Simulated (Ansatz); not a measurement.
Cu Kα1 powder pattern (kinematic, no thermal factors).
```
2θ (°)  relative intensity
 24.65                 100
 28.53                   4
 40.79                  67
 48.24                  40
 59.06                  10
 64.97                  15
 74.26                  19
 79.62                  11
 88.38                   6
```

The pattern is computed from a structure relaxed with DFT PBE, scalar-relativistic, plane waves, PAW (Ansatz). No spin polarisation. Its elements are Cl, Na.

Give the structure.

NaCl.
Space group F-43m (No. 216). a = 6.251 Å, b = 6.251 Å, c = 6.251 Å, α = 90.00°, β = 90.00°, γ = 90.00°
| atom | site | symmetry | x | y | z |
| --- | --- | --- | --- | --- | --- |
| Na | 4c | -43m | 0.2500 | 0.2500 | 0.2500 |
| Cl | 4b | -43m | 0.5000 | 0.0000 | 0.0000 |

A pattern alone doesn't exclude other cells with like lines; this is the one computed.

The cell was found from a structure generator's guess, not taken from experiment.
